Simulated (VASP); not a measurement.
# HfO2: equation of state with LDA

HfO2:

```xyz
3
Lattice="0.0000 2.4900 2.4900 2.4900 0.0000 2.4900 2.4900 2.4900 0.0000" Properties=species:S:1:pos:R:3 pbc="T T T"
Hf    0.0000    0.0000    0.0000
O     3.7349    3.7349    3.7349
O     1.2450    1.2450    1.2450
```

Measurements of this composition are mostly on another form, of space group No. 14.

```yaml
Program: VASP 6.6.1
Task: equation of state
Functional: LDA
Potentials_or_basis: VASP PAW LDA potentials, release 64 (Hf_pv, O)
Cutoff: 520 eV
k_mesh: 8 × 8 × 8
Occupations: gaussian, width 0.02 eV
Spin: no spin polarisation
```

```
Equilibrium volume                      : 10.31 Å³/atom
Bulk modulus                            : 289 GPa
Pressure derivative of the bulk modulus : 4.2 (rough: it moves with the points fitted)
```

Energy against volume, from the lowest point:
| volume (Å³/atom) | energy (meV/atom) |
| --- | --- |
| 9.880 | 17.69 |
| 10.086 | 4.69 |
| 10.292 | 0.00 |
| 10.497 | 2.81 |
| 10.703 | 12.38 |

All runs of the series together: 39 s on 1 thread of Intel(R) Xeon(R) Platinum 8559C (Emerald Rapids), on a shared host.

Spin-orbit coupling is left out, which matters for the levels of Hf.
